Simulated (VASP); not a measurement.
Write the native input for VASP 6.6.1 that does the following.

| Item | Value |
| --- | --- |
| Task | electric field gradients |
| Functional | PBE |
| Potentials or basis | VASP PAW PBE potentials, release 64 (Zr_sv, C) |
| Cutoff | 520 eV |
| k mesh | 15 × 15 × 15 |
| Occupations | fermi-dirac, width 0.05 eV |
| Spin | no spin polarisation |
| Dipole correction | no |
| Further INCAR settings | ALGO = Fast; EDIFF = 1e-08; NBANDS = 15 |

The structure of ZrC lies in POSCAR:

```
ZrC
1.0
    0.0000000000      2.3502100000      2.3502100000
    2.3502100000      0.0000000000      2.3502100000
    2.3502100000      2.3502100000      0.0000000000
Zr C
1 1
Direct
    0.5000000000      0.5000000000      0.5601737717
    0.0000000000      0.0000000000      0.0000000000
```

The cell isn't the ideal one: atom 1 (Zr) moved by [0.141421, 0.141421, 0.0] A, PAW files.

The input as run:

INCAR

```
SYSTEM = ZrC
PREC     = Accurate       ! precision mode
ENCUT    = 520            ! plane-wave cutoff, eV
EDIFF    = 1E-8           ! SCF threshold, eV
ISMEAR   = -1             ! smearing method
SIGMA    = 0.05           ! smearing width, eV
LREAL    = .False.        ! projectors in reciprocal space
LASPH    = .True.         ! aspherical terms in the spheres
NELM     = 100            ! most SCF steps
ALGO     = Fast           ! electronic algorithm
ISIF     = 2              ! what is computed and relaxed
LWAVE    = .False.        ! write WAVECAR
LCHARG   = .False.        ! write CHGCAR
GGA      = PE             ! functional
LEFG     = .True.       
NBANDS   = 15             ! bands
```

KPOINTS

```
Automatic mesh
0
Gamma
  15 15 15
  0 0 0
```

Potentials or basis: VASP PAW PBE potentials, release 64 (Zr_sv, C).

The run is started by

```bash
$ cat potpaw_PBE.64/Zr_sv/POTCAR potpaw_PBE.64/C/POTCAR > POTCAR
$ mpirun -np 1 vasp_std > vasp.out
```

Results of the run:

```
Pressure               : 4.5 GPa
Largest force          : 1.321 eV/Å
Band gap on the k mesh : none (metal or under the smearing width)
```

Caveat: forces of over 1 eV/Å show positions far from the minimum, so gaps and moduli don't describe the material at rest.

Wall time 3.4 min on 1 thread of Intel(R) Xeon(R) 6975P-C (Granite Rapids) (shared host), peak memory 0.32 GiB.
